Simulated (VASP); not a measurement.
Set up this calculation in VASP 6.6.1, as the native input.

- Task: single point
- Functional: r2SCAN
- Potentials or basis: VASP PAW PBE potentials, release 64 (Cu, O)
- Cutoff: 520 eV
- k mesh: 7 × 7 × 7
- Occupations: gaussian, width 0.05 eV
- Spin: non-collinear spin, random start
- Starting moments: [[-0.286, 0.548, -0.307], [-0.0, -0.0, 0.0]] μB
- Hubbard terms: Cu d U = 4 eV
- Further INCAR settings: ALGO = Normal; EDIFF = 1e-06; NBANDS = 29

The structure of CuO lies in POSCAR:

```
CuO
1.0
    2.5525506100      0.0000000000      0.0000000000
    0.0000000000      2.5525506100      0.0000000000
    0.0000000000      0.0000000000      2.5525506100
Cu O
1 1
Direct
    0.0000000000      0.0000000000      0.0000000000
    0.5000000000      0.5000000000      0.5000000000
```

Measurements of this composition are mostly on another form, of space group No. 15.

The input as run:

INCAR

```
SYSTEM = CuO
PREC = Accurate
ENCUT = 520
EDIFF = 1E-6
ISMEAR = 0
SIGMA = 0.05
LREAL = .FALSE.
LASPH = .TRUE.
NELM = 60
ALGO = Normal
ISIF = 2
LWAVE = .FALSE.
LCHARG = .TRUE.
LNONCOLLINEAR = .TRUE.
MAGMOM = -0.286 0.548 -0.307 0 0 0
LORBIT = 11
LMAXMIX = 4
LDAU = .TRUE.
LDAUTYPE = 2
LDAUL = 2 -1
LDAUU = 4 0
LDAUJ = 0 0
LDAUPRINT = 1
METAGGA = R2SCAN
LMIXTAU = .TRUE.
LVHAR = .TRUE.
NBANDS = 29
```

KPOINTS

```
Automatic mesh
0
G
  7 7 7
  0 0 0
```

Potentials or basis: VASP PAW PBE potentials, release 64 (Cu, O).

Launch:

```bash
$ cat potpaw_PBE.64/Cu/POTCAR potpaw_PBE.64/O/POTCAR > POTCAR
$ mpirun -np 1 vasp_ncl > vasp.out
```

Results of the run:

The pressure is 10.8 GPa. The band gap on the k mesh is none (metal or under the smearing width) and the net moment is 1.00 μB per cell. The valence electrons inside the program's atomic spheres are Cu 9.96; O 4.93.

Caveat: the PAW data sets were made with another functional, which shifts forces and pressure a little; a cell with one magnetic atom can't hold antiferromagnetic order, which such compounds often take.

Run time: 23 min on 1 thread of Intel(R) Xeon(R) 6975P-C (Granite Rapids), with other jobs on the host, peak memory 0.28 GiB.
